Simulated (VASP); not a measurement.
# Os (P6_3/mmc) in VASP: settings compared

One crystal, Os, is run at these levels: SCAN+D3, SCAN+D3(BJ), HSE06; tasks: relaxation of cell and atoms, single point.

All numbers are computed with VASP 6.6.1; they aren't measurements. Logs are shortened: lines on timing, memory, paths and dates and some standing lists are left out, and cuts for length are marked.

### 1 The structure

It takes space group P6_3/mmc (No. 194, hexagonal). The conventional cell has a = 2.734 Å, b = 2.734 Å, c = 4.320 Å, α = 90.00°, β = 90.00°, γ = 120.00°. Os (site symmetry -6m2) is surrounded by 12 Os at 2.68 to 2.73 Å.

### 2 Relaxation of cell and atoms, SCAN+D3

The input, INCAR:

```
  PREC = Accurate
  ENCUT = 600
  EDIFF = 1E-6
  ISMEAR = -1
  SIGMA = 0.05
  LREAL = False
  LASPH = True
  NELM = 100
  ALGO = Normal
  ISIF = 3
  LWAVE = False
  LCHARG = False
  METAGGA = SCAN
  LMIXTAU = True
  IVDW = 11
  IBRION = 2
  NSW = 60
  EDIFFG = -0.01
```

The input, KPOINTS:

```
Automatic mesh
0
Gamma
  11 11 6
```

The input, POSCAR:

```
Os
1.0
    2.7341000000      0.0000000000      0.0000000000
   -1.3670500000      2.3678000565      0.0000000000
    0.0000000000      0.0000000000      4.3197000000
Os
2
Direct
    0.6666666667      0.3333333333      0.7500000000
    0.3333333333      0.6666666667      0.2500000000
```

Potentials or basis: VASP PAW PBE potentials, release 64 (Os).

Started as:

```bash
$ cat potpaw_PBE.64/Os/POTCAR > POTCAR
$ mpirun -np 1 vasp_std > vasp.out
```

OUTCAR:

```text
PREC = Accurate
   ENCUT = 600
   EDIFF = 1E-6
   ISMEAR = -1
   LREAL = False
   LASPH = True
   NELM = 100
   ISIF = 3
   METAGGA = SCAN
   IVDW = 11
   IBRION = 2
   NSW = 60
   EDIFFG = -0.01
 IVDW          = 11

 ion  position               nearest neighbor table
   1  0.667  0.333  0.750-   2 2.68   2 2.68   2 2.68   2 2.68   2 2.68   2 2.68
   2  0.333  0.667  0.250-   1 2.68   1 2.68   1 2.68   1 2.68   1 2.68   1 2.68

  LATTYP: Found a hexagonal cell.
 ALAT       =     2.7341000000
 C/A-ratio  =     1.5799348963

  Lattice vectors:

 A1 = (   2.7341000000,   0.0000000000,   0.0000000000)
 A2 = (  -1.3670500000,   2.3678000565,   0.0000000000)
 A3 = (   0.0000000000,   0.0000000000,   4.3197000000)

Analysis of symmetry for initial positions (statically):
=====================================================================
 Subroutine PRICEL returns:
 Original cell was already a primitive cell.

 Routine SETGRP: Setting up the symmetry group for a
 hexagonal supercell.

 Subroutine GETGRP returns: Found 24 space group operations
 (whereof 12 operations were pure point group operations)
 out of a pool of 24 trial point group operations.

The static configuration has the point symmetry D_3d.
 The point group associated with its full space group is D_6h.

Analysis of symmetry for dynamics (positions and initial velocities):
=====================================================================
 Subroutine PRICEL returns:
 Original cell was already a primitive cell.

 Routine SETGRP: Setting up the symmetry group for a
 hexagonal supercell.

 Subroutine GETGRP returns: Found 24 space group operations
 (whereof 12 operations were pure point group operations)
 out of a pool of 24 trial point group operations.

The dynamic configuration has the point symmetry D_3d.
 The point group associated with its full space group is D_6h.

 Subroutine INISYM returns: Found 24 space group operations
 (whereof 12 operations are pure point group operations),
 and found     1 'primitive' translations

----------------------------------------------------------------------------------------

                                     Primitive cell

  volume of cell :      27.9649

  direct lattice vectors                    reciprocal lattice vectors
     2.734100000  0.000000000  0.000000000     0.365751070  0.211166479  0.000000000
    -1.367050000  2.367800057  0.000000000     0.000000000  0.422332957  0.000000000
     0.000000000  0.000000000  4.319700000     0.000000000  0.000000000  0.231497558

  length of vectors
     2.734100000  2.734100000  4.319700000     0.422332957  0.422332957  0.231497558

  position of ions in fractional coordinates (direct lattice)
     0.666666667  0.333333333  0.750000000
     0.333333333  0.666666667  0.250000000

  ion indices of the primitive-cell ions
   primitive index   ion index
                 1           1
                 2           2

----------------------------------------------------------------------------------------

 KPOINTS: Automatic mesh

Automatic generation of k-mesh.
 Grid dimensions read from file:
 generate k-points for:   11   11    6

 Generating k-lattice:

  Cartesian coordinates                     Fractional coordinates (reciprocal lattice)
     0.033250097  0.019196953  0.000000000     0.090909091 -0.000000000  0.000000000
     0.000000000  0.038393905  0.000000000     0.000000000  0.090909091  0.000000000
     0.000000000  0.000000000  0.038582926     0.000000000  0.000000000  0.166666667

  Length of vectors
     0.038393905  0.038393905  0.038582926

  Shift w.r.t. Gamma in fractional coordinates (k-lattice)
     0.000000000  0.000000000  0.000000000

 Subroutine IBZKPT returns following result:
 ===========================================

 Found     64 irreducible k-points:

 Following reciprocal coordinates:
            Coordinates               Weight
  0.000000  0.000000  0.000000      1.000000
  0.090909  0.000000  0.000000      6.000000
  0.181818  0.000000  0.000000      6.000000
  0.272727 -0.000000  0.000000      6.000000
  0.363636 -0.000000  0.000000      6.000000
  0.454545  0.000000  0.000000      6.000000
[... 16 lines left out ...]
  0.090909  0.090909  0.166667     12.000000
  0.181818  0.090909  0.166667     24.000000
 [... further k-points ...]
   k-points           NKPTS =     64   k-points in BZ     NKDIM =     64   number of bands    NBANDS=     12
   number of dos      NEDOS =    301   number of ions     NIONS =      2
   total plane-waves  NPLWV =  20736
   dimension x,y,z NGX =    24 NGY =   24 NGZ =   36
   dimension x,y,z NGXF=    48 NGYF=   48 NGZF=   72
   ions per type =               2
   NGX,Y,Z   is equivalent  to a cutoff of  14.59, 14.59, 13.85 a.u.
   NGXF,Y,Z  is equivalent  to a cutoff of  29.19, 29.19, 27.71 a.u.
 SYSTEM =  unknown system
   PREC   = accura    normal or accurate (medium, high low for compatibility)
   ISTART =      0    job   : 0-new  1-cont  2-samecut
   ICHARG =      2    charge: 1-file 2-atom 10-const
   ISPIN  =      1    spin polarized calculation?
   LNONCOLLINEAR =      F non collinear calculations
   LSORBIT =      F    spin-orbit coupling
   LASPH  =      T    aspherical Exc in radial PAW
   ENCUT  =  600.0 eV  44.10 Ry    6.64 a.u.   5.46  5.46  8.63*2*pi/ulx,y,z
   NELM   =    100;   NELMIN=  2; NELMDL= -5     # of ELM steps
   EDIFF  = 0.1E-05   stopping-criterion for ELM
   LREAL  =      F    real-space projection
   EDIFFG = -.1E-01   stopping-criterion for IOM
   NSW    =     60    number of steps for IOM
   IBRION =      2    ionic relax: 0-MD 1-quasi-New 2-CG
   NFREE  =      1    steps in history (QN), initial steepest desc. (CG)
   ISIF   =      3    stress and relaxation
   ISYM   =      2    0-nonsym 1-usesym 2-fastsym
   POTIM  = 0.5000    time-step for ionic-motion
   TEBEG  =    0.0;   TEEND  =   0.0 temperature during run
   PSTRESS=    0.0 pullay stress
   NELECT =      16.0000    total number of electrons
   NUPDOWN=      -1.0000    fix difference up-down
   EMIN   =  10.00;   EMAX   =-10.00  energy-range for DOS
   EFERMI =   0.00;   METHOD = LEGACY
   ISMEAR =    -1;   SIGMA  =   0.05  broadening in eV -4-tet -1-fermi 0-gaus
   EFERMI_NEDOS =   21; number of points for ismear=-14 and -15
   IALGO  =     38    algorithm
   IMIX   =      4    mixing-type and parameters
     AMIX     =   0.40;   BMIX     =  1.00
     AMIX_MAG =   1.60;   BMIX_MAG =  1.00
  volume/ion in A,a.u.               =      13.98        94.36
  Fermi-wavevector in a.u.,A,eV,Ry     =   1.359076  2.568282 25.131161  1.847088
  Thomas-Fermi vector in A             =   2.485855
   LORBIT       =      0    0 simple, 1 ext, 2 COOP (PROOUT), +10 PAW based schemes
   METAGGA = SCAN    functional components
   LHFCALC =     F    Hartree Fock is set to
   AEXX    =    0.0000 exact exchange contribution
   IVDW    =    11    specifies the selected vdW correction
   LEPSILON=     F    determine dielectric tensor
   LRPA    =     F    only Hartree local field effects (RPA)
 conjugate gradient relaxation of ions
 non-spin polarized calculation
  energy-cutoff  :      600.00
  volume of cell :       27.96
 maximum number of plane-waves:       965
 NGX is ok and might be reduce to    24
   NGX = 11   NGY = 11   NGZ = 17

--------------------------------------- Ionic step        1  -------------------------------------------

 number of electron      16.0000001 magnetization

 Free energy of the ion-electron system (eV)
  ---------------------------------------------------
  ext. energy  EPLUGINS =         0.00000000
  ---------------------------------------------------
  free energy    TOTEN  =      -143.62811955 eV

  energy without entropy =     -143.61528311  energy(sigma->0) =     -143.62170133

------------------------ aborting loop because EDIFF is reached ----------------------------------------

 Edisp (eV)   -0.31487

 E6    (eV) :    -0.3149
[... 33 lines left out ...]
--------------------------------------- Ionic step        2  -------------------------------------------

 number of electron      16.0000001 magnetization

 E-fermi :  11.4516     XC(G=0): -16.8697

 val. band max:       11.4479030846   @ k =   0.0909   0.0000   0.3333
 cond. band min:      11.4778767740   @ k =   0.3636   0.0909   0.3333
 fundamental gap:      0.0299736894
 Fermi energy:        11.4516392967

 k-point     1 :       0.0000    0.0000    0.0000
  band No.  band energies     occupation
      1      -2.2088      2.00000
      2       1.3810      2.00000
      3       7.4282      2.00000
      4       7.4282      2.00000
      5       8.0304      2.00000
      6       8.6254      2.00000
      7       8.6254      2.00000
      8       9.3539      2.00000
      9       9.3539      2.00000
     10      11.3948      1.51416
     11      13.7256      0.00000
     12      13.7256      0.00000
[... 331 lines left out ...]
 k-point    24 :       0.1818    0.0909    0.1667
  band No.  band energies     occupation
      1       0.6345      2.00000
      2       3.4132      2.00000
      3       5.2554      2.00000
      4       5.4950      2.00000
      5       7.1468      2.00000
      6       7.9096      2.00000
      7       8.7572      2.00000
      8      10.0169      2.00000
      9      10.7413      2.00000
     10      11.3527      1.75717
     11      14.4790      0.00000
     12      18.5481      0.00000

 [... further k-points ...]

------------------------ aborting loop because EDIFF is reached ----------------------------------------

 Edisp (eV)   -0.36604

 E6    (eV) :    -0.3660
[... 69 lines left out ...]
  FREE ENERGIE OF THE ION-ELECTRON SYSTEM (eV)
  ---------------------------------------------------
  free  energy   TOTEN  =      -143.9687000742 eV

  energy  without entropy=     -143.9562985856  energy(sigma->0) =     -143.96249933

[... ionic steps 4 to 9 ...]

--------------------------------------- Ionic step       10  -------------------------------------------

 number of electron      16.0000001 magnetization

------------------------ aborting loop because EDIFF is reached ----------------------------------------
[... 79 lines left out ...]
--------------------------------------- Ionic step       12  -------------------------------------------

 number of electron      16.0000001 magnetization

 Free energy of the ion-electron system (eV)
  ---------------------------------------------------
  ext. energy  EPLUGINS =         0.00000000
  ---------------------------------------------------
  free energy    TOTEN  =      -143.64570715 eV

  energy without entropy =     -143.63327266  energy(sigma->0) =     -143.63948990

 E-fermi :   9.5083     XC(G=0): -16.0554

 val. band max:        9.4966910895   @ k =   0.0909   0.0000   0.3333
 cond. band min:       9.5549789387   @ k =   0.3636   0.0909   0.3333
 fundamental gap:      0.0582878492
 Fermi energy:         9.5082922982

 k-point     1 :       0.0000    0.0000    0.0000
  band No.  band energies     occupation
      1      -2.8729      2.00000
      2       0.7790      2.00000
      3       6.1684      2.00000
      4       6.1684      2.00000
      5       6.5382      2.00000
      6       7.1177      2.00000
      7       7.1177      2.00000
      8       7.8134      2.00000
      9       7.8134      2.00000
     10       9.2742      1.98166
     11      11.4426      0.00000
     12      11.4426      0.00000
[... 331 lines left out ...]
 k-point    24 :       0.1818    0.0909    0.1667
  band No.  band energies     occupation
      1      -0.3309      2.00000
      2       2.5877      2.00000
      3       4.2160      2.00000
      4       4.4730      2.00000
      5       5.8839      2.00000
      6       6.5505      2.00000
      7       7.1717      2.00000
      8       8.2972      2.00000
      9       8.9357      1.99998
     10       9.4030      1.78303
     11      11.9597      0.00000
     12      15.4578      0.00000

 [... further k-points ...]

------------------------ aborting loop because EDIFF is reached ----------------------------------------

 Edisp (eV)   -0.32310

 E6    (eV) :    -0.3231
[... 27 lines left out ...]
  FREE ENERGIE OF THE ION-ELECTRON SYSTEM (eV)
  ---------------------------------------------------
  free  energy   TOTEN  =      -143.9688103439 eV

  energy  without entropy=     -143.9563758527  energy(sigma->0) =     -143.96259310

 reached required accuracy - stopping structural energy minimisation
```

Run time: 4.5 min. Hardware: 1 thread of Intel Xeon 6975P-C (Granite Rapids), shared host; peak memory 0.19 GiB.

Results:

| Property | Result |
| --- | --- |
| Free energy | -143.9688 eV |
| Relaxed volume | 13.63 Å³/atom |
| Relaxed cell | a = 2.713 Å, b = 2.713 Å, c = 4.276 Å, α = 90.00°, β = 90.00°, γ = 120.00° |
| Space group after relaxing (to 0.05 Å) | P6_3/mmc (No. 194) |
| Energy gained by relaxing | 12.9 meV/atom |
| Ionic steps | 12 |
| Pressure after relaxing | 0.0 GPa |
| Band gap on the k mesh | none (metal or under the smearing width) |
| Dispersion energy per atom | -0.162 eV |

Step by step:
```
step  energy change (eV)  largest force (eV/Å)  pressure (GPa)  volume (Å³)
   1              0.0000                0.0000          -11.25        27.96
   2              0.6156                0.0000           74.27        24.17
   3             -0.0257                0.0000           -0.69        27.29
   4             -0.0258                0.0000           -0.11        27.26
   5             -0.0258                0.0000            0.13        27.25
   6             -0.0258                0.0000           -0.46        27.28
   7             -0.0258                0.0000           -0.10        27.26
   8             -0.0258                0.0000           -0.09        27.26
   9             -0.0258                0.0000           -0.07        27.26
  10             -0.0258                0.0000           -0.07        27.26
  11             -0.0258                0.0000            0.17        27.24
  12             -0.0258                0.0000            0.01        27.25
```

Final structure:
```yaml
crystal:
  lattice:
    - [2.71300, 0.00000, 0.00000]
    - [-1.35650, 2.34953, 0.00000]
    - [0.00000, 0.00000, 4.27572]
  atoms:
    - { symbol: Os, position: [0.66667, 0.33333, 0.75000] }
    - { symbol: Os, position: [0.33333, 0.66667, 0.25000] }
```

Caveat: the PAW data sets were made with another functional, which shifts forces and pressure a little; pairwise dispersion overbinds metals, which lowers pressure and volume. The run has no spin-orbit coupling, so splittings on Os are missing.

### 3 Relaxation of cell and atoms, SCAN+D3(BJ)

The input, INCAR:

```
SYSTEM = Os
ALGO = Normal
EDIFF = 1E-6
EDIFFG = -0.005
ENCUT = 600
IBRION = 2
ISIF = 3
ISMEAR = -1
IVDW = 12
LASPH = .True.
LCHARG = .False.
LMIXTAU = .True.
LREAL = .False.
LWAVE = .False.
METAGGA = SCAN
NELM = 80
NSW = 60
PREC = Accurate
SIGMA = 0.05
```

The input, KPOINTS:

```
k-points
0
Gamma
  11 11 6
  0 0 0
```

POSCAR is that of step 2.

Potentials or basis: VASP PAW PBE potentials, release 64 (Os).

Started as:

```bash
$ cat potpaw_PBE.64/Os/POTCAR > POTCAR
$ mpirun -np 1 vasp_std > vasp.out
```

Run time: 4.6 min. Hardware: 1 thread of Intel Xeon 6975P-C (Granite Rapids), shared host; peak memory 0.2 GiB.

It converged, with:

```yaml
Free_energy: -144.0084 eV
Relaxed_volume: 13.62 Å³/atom
Relaxed_cell: a = 2.713 Å, b = 2.713 Å, c = 4.275 Å, α = 90.00°, β = 90.00°, γ = 120.00°
Space_group_after_relaxing_to_0.05_Å: P6_3/mmc (No. 194)
Energy_gained_by_relaxing: 13.4 meV/atom
Ionic_steps: 12
Pressure_after_relaxing: 0.0 GPa
Band_gap_on_the_k_mesh: none (metal or under the smearing width)
Dispersion_energy_per_atom: -0.181 eV
```

Step by step:
```csv
step,energy change (eV),largest force (eV/Å),pressure (GPa),volume (Å³)
1,0.0000,0.0000,-11.50,27.96
2,0.6480,0.0000,76.71,24.10
3,-0.0268,0.0000,-0.73,27.28
4,-0.0269,0.0000,-0.12,27.25
5,-0.0269,0.0000,0.13,27.23
6,-0.0268,0.0000,-0.45,27.27
7,-0.0269,0.0000,-0.09,27.25
8,-0.0269,0.0000,-0.09,27.25
9,-0.0269,0.0000,-0.06,27.25
10,-0.0269,0.0000,-0.07,27.25
11,-0.0269,0.0000,0.17,27.23
12,-0.0269,0.0000,0.01,27.24
```

Final structure:
```xyz
2
Lattice="2.7126 0.0000 0.0000 -1.3563 2.3491 0.0000 0.0000 0.0000 4.2750" Properties=species:S:1:pos:R:3 pbc="T T T"
Os    1.3563    0.7830    3.2063
Os    0.0000    1.5661    1.0688
```

Levels at points of the mesh, in eV from the Fermi level:
| k point | band 4 | band 5 | band 6 | band 7 | band 8 | band 9 | band 10 | band 11 | band 12 |
| --- | --- | --- | --- | --- | --- | --- | --- | --- | --- |
| (0.00, 0.00, 0.00) | -3.34 | -2.97 | -2.39 | -2.39 | -1.70 | -1.70 | -0.23 | 1.94 | 1.94 |
| (0.00, 0.00, 0.50) | -3.95 | -3.57 | -3.57 | -3.57 | -3.57 | 1.08 | 1.08 | 1.08 | 1.08 |

Caveat: the PAW data sets were made with another functional, which shifts forces and pressure a little; pairwise dispersion overbinds metals, which lowers pressure and volume.

[end of part 1 of 2]
